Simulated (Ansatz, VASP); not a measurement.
## CdS: VASP beside Ansatz

File INCAR:

```
PREC = Accurate
ENCUT = 520
EDIFF = 1E-8
ISMEAR = -1
SIGMA = 0.02
LREAL = F
LASPH = T
NELM = 100
ALGO = Normal
ISIF = 2
LWAVE = F
LCHARG = F
GGA = CA
LEFG = T
NBANDS = 26
```

KPOINTS

```
Automatic mesh
0
Gamma
  8 8 4
```

File POSCAR:

```
CdS
1.0
    4.1621827776      0.0000000000      0.0000000000
   -2.0810913888      3.6045560206      0.0000000000
    0.0000000000      0.0000000000      6.7936966668
Cd S
2 2
Direct
    0.3333333333      0.6666666667      0.0000000000
    0.6666666667      0.3333333333      0.5000000000
    0.3333333333      0.6666666667      0.3850000000
    0.6666666667      0.3333333333      0.8850000000
```

Input for Ansatz:

```yaml
crystal:
  lattice:
    - [4.1621827776, 0.0, 0.0]
    - [-2.0810913888, 3.6045560206, 0.0]
    - [0.0, 0.0, 6.7936966668]
  atoms:
    - { symbol: Cd, position: [0.3333333333, 0.6666666667, 0.0] }
    - { symbol: Cd, position: [0.6666666667, 0.3333333333, 0.5] }
    - { symbol: S, position: [0.3333333333, 0.6666666667, 0.385] }
    - { symbol: S, position: [0.6666666667, 0.3333333333, 0.885] }
kpoints:
  mp_grid: { grid: [8, 8, 4] }
scf:
  occupations: { method: fermi_dirac, width: 0.02 }
hamiltonian:
  xc: lda
  pseudopotentials: { kind: paw }
output:
  forces: true
  stress: true
  eigenvalues: true
  efg: { contact_densities: true }
```

Change from the starting cell: volume scaled by 1.02, PAW files.

Alike in both runs: task electric field gradients; functional LDA; k mesh 8 × 8 × 4; occupations fermi-dirac, width 0.02 eV; no spin polarisation.

```csv
,VASP,Ansatz
version,VASP 6.6.1,Ansatz 0.2.0
potentials or method,"VASP PAW LDA potentials, release 64 (Cd, S)","PAW with Ansatz's default frozen-core files, scalar-relativistic"
plane-wave cutoff (eV),520,420
valence electrons in the cell,36,52
```

Ansatz gave:

```
gap on the k mesh at the Fermi level (eV)                      : 0.90
pressure (GPa)                                                 : -3.8
largest component of the traceless stress (GPa)                : 1.03
rms of the force components (eV/Å)                             : 0.126
Vzz of the field gradient on the site that differs most (V/Å²) : 30.2
```

Task: Which values does VASP return?

Result: gap on the k mesh at the Fermi level (eV): 0.93; pressure (GPa): -3.3; largest component of the traceless stress (GPa): 1.10; rms of the force components (eV/Å): 0.131; Vzz of the field gradient on the site that differs most (V/Å²): 34.8.

Atom by atom the forces differ by 0.006 eV/Å (rms over components). The two sets of potentials don't hold the same shells in valence. Ansatz warned: «gradients_without_spin_orbit».
